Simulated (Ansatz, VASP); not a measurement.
## Ti in VASP and in Ansatz

File INCAR:

```
SYSTEM = Ti
PREC     = Accurate       ! precision mode
ENCUT    = 600            ! plane-wave cutoff, eV
EDIFF    = 1E-6           ! SCF threshold, eV
ISMEAR   = 0              ! smearing method
SIGMA    = 0.1            ! smearing width, eV
LREAL    = .FALSE.        ! projectors in reciprocal space
LASPH    = .TRUE.         ! aspherical terms in the spheres
NELM     = 100            ! most SCF steps
ALGO     = Normal         ! electronic algorithm
ISIF     = 3              ! what is computed and relaxed
LWAVE    = .FALSE.        ! write WAVECAR
LCHARG   = .FALSE.        ! write CHGCAR
GGA      = PE             ! functional
IBRION   = 2              ! ionic algorithm
NSW      = 90             ! ionic steps
EDIFFG   = -0.04          ! ionic threshold
```

KPOINTS

```
regular mesh
0
G
  6 6 4
  0 0 0
```

POSCAR

```
Ti
1.0
    2.7162839363     -1.7952558890      0.0000000000
    2.7162839363      1.7952558890      0.0000000000
    0.0000000000      0.0000000000      7.3232961810
Ti
4
Direct
    0.8500000000      0.1500000000      0.1170000000
    0.6500000000      0.3500000000      0.6170000000
    0.1500000000      0.8500000000      0.8830000000
    0.3500000000      0.6500000000      0.3830000000
```

Input for Ansatz:

```yaml
crystal:
  lattice:
    - [2.7162839363, -1.795255889, 0.0]
    - [2.7162839363, 1.795255889, 0.0]
    - [0.0, 0.0, 7.323296181]
  atoms:
    - { symbol: Ti, position: [0.85, 0.15, 0.117] }
    - { symbol: Ti, position: [0.65, 0.35, 0.617] }
    - { symbol: Ti, position: [0.15, 0.85, 0.883] }
    - { symbol: Ti, position: [0.35, 0.65, 0.383] }
basis:
  ecutwfc: 420
kpoints:
  mp_grid: { grid: [6, 6, 4] }
hamiltonian:
  xc: pbe
scf:
  occupations: { method: gaussian, width: 0.1 }
  lower_state_search: "off"
output:
  forces: true
  stress: true
  eigenvalues: true
relax:
  adjacent_minimum: "off"
  f_tol: 0.04
  max_steps: 70
  cell: { stress_tol: 0.4 }
```

Alike in both runs: task relaxation of cell and atoms; functional PBE; k mesh 6 × 6 × 4; occupations gaussian, width 0.1 eV; no spin polarisation.

```csv
,VASP,Ansatz
version,VASP 6.6.1,Ansatz 0.2.0
potentials or method,"VASP PAW PBE potentials, release 64 (Ti_sv)","scalar-relativistic, plane waves, PAW"
plane-wave cutoff (eV),600,420
valence electrons in the cell,48,48
```

VASP gave:

| Quantity | Value |
| --- | --- |
| gap on the k mesh at the Fermi level, each at its own relaxed structure (eV) | none |
| relaxed volume (Å³/atom) | 17.57 |
| relaxed cell length with the largest relative difference (Å) | 9.012 |
| energy change over the relaxation (meV/atom) | -531 |

Estimate Ansatz's values.

gap on the k mesh at the Fermi level, each at its own relaxed structure (eV): none; relaxed volume (Å³/atom): 17.39; relaxed cell length with the largest relative difference (Å): 8.240; energy change over the relaxation (meV/atom): -528.

A gap of «none» marks a metal or a gap that the smearing closes. One of these differences is far larger than is usual between the two programs; its cause wasn't traced.
